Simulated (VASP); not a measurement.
A run of VASP 6.6.1 is set up as follows.

The input INCAR:

```
SYSTEM = NaF
  PREC = Accurate
  ENCUT = 520
  EDIFF = 1E-6
  ISMEAR = 0
  SIGMA = 0.02
  LREAL = .False.
  LASPH = .True.
  NELM = 100
  ALGO = Normal
  ISIF = 2
  LWAVE = .False.
  LCHARG = .False.
  GGA = PE
  IVDW = 12
```

Contents of KPOINTS:

```
Automatic mesh
0
Gamma
  10 10 10
  0 0 0
```

Contents of POSCAR:

```
NaF                                     
1.0
    0.0000000000      2.3126976761      2.3126976761
    2.3126976761      0.0000000000      2.3126976761
    2.3126976761      2.3126976761      0.0000000000
  Na              F             
     1     1
Direct
     0.0000000000000000    0.0000000000000000    1.0000000000000000
     0.5000000000000000    0.5000000000000000    0.5000000000000000
```

Contents of KPOINTS_OPT:

```
path GXWKGLUWLK,UX
20
line-mode
reciprocal
 0.0000000000  0.0000000000  0.0000000000  G
 0.5000000000  0.0000000000  0.5000000000  X

 0.5000000000  0.0000000000  0.5000000000  X
 0.5000000000  0.2500000000  0.7500000000  W

 0.5000000000  0.2500000000  0.7500000000  W
 0.3750000000  0.3750000000  0.7500000000  K

 0.3750000000  0.3750000000  0.7500000000  K
 0.0000000000  0.0000000000  0.0000000000  G

 0.0000000000  0.0000000000  0.0000000000  G
 0.5000000000  0.5000000000  0.5000000000  L

 0.5000000000  0.5000000000  0.5000000000  L
 0.6250000000  0.2500000000  0.6250000000  U

 0.6250000000  0.2500000000  0.6250000000  U
 0.5000000000  0.2500000000  0.7500000000  W

 0.5000000000  0.2500000000  0.7500000000  W
 0.5000000000  0.5000000000  0.5000000000  L

 0.5000000000  0.5000000000  0.5000000000  L
 0.3750000000  0.3750000000  0.7500000000  K

 0.6250000000  0.2500000000  0.6250000000  U
 0.5000000000  0.0000000000  0.5000000000  X
```

Potentials or basis: VASP PAW PBE potentials, release 64 (Na_pv, F).

The run is started by

```bash
$ cat potpaw_PBE.64/Na_pv/POTCAR potpaw_PBE.64/F/POTCAR > POTCAR
$ mpirun -np 1 vasp_std > vasp.out
```

(1) What does it give for the band gap on the k mesh?

(2) What does it give for the band gap along the path?

(3) Estimate the pressure.

(4) Estimate the dispersion energy per atom.

## Answers

(1) 6.33 eV, direct.

(2) 6.33 eV, direct.

(3) 0.0 GPa.

(4) -0.175 eV.
